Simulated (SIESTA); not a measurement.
The system is BAs.

```
As B
1.0
     0.00000    2.38850    2.38850
     2.38850    0.00000    2.38850
     2.38850    2.38850    0.00000
As B
1 1
Direct
  0.75000 0.75000 0.75000
  0.00000 0.00000 0.00000
```

Base run:

```yaml
Program: SIESTA 5.4.2
Functional: PBE
Potentials_or_basis: SG15 1.2 NC or PseudoDojo by element (PBE files)
Basis: DZP (energy shift 0.002 Ry)
Grid_cutoff: 500 Ry
Energy_shift: 0.002 Ry
k_mesh: 10 × 10 × 10
Occupations: fermi-dirac, width 0.05 eV
Spin: no spin polarisation
```

Its results: band gap on the k mesh 1.22 eV, indirect (least direct gap 3.32 eV); pressure 4.9 GPa.

Task: The run is repeated on the same cell with these changes: potentials or basis from SG15 1.2 NC or PseudoDojo by element (PBE files) to PseudoDojo 0.4 standard (PBE files); k mesh from 10 × 10 × 10 to 8 × 8 × 8; valence electrons from 8 to 18. What comes out?

Result: Band gap on the k mesh 1.49 eV, indirect (least direct gap 3.43 eV); pressure 6.8 GPa.

Caveats: semicore shells carry a single zeta, which can move pressures by several GPa and volumes by a few percent; the basis of atomic orbitals isn't converged, which shifts pressures, moduli and gaps; the basis holds too few empty states to meet the f-sum rule, so the spectrum is short of weight at high energy (some runs).

Not every run made on this cell is shown here.
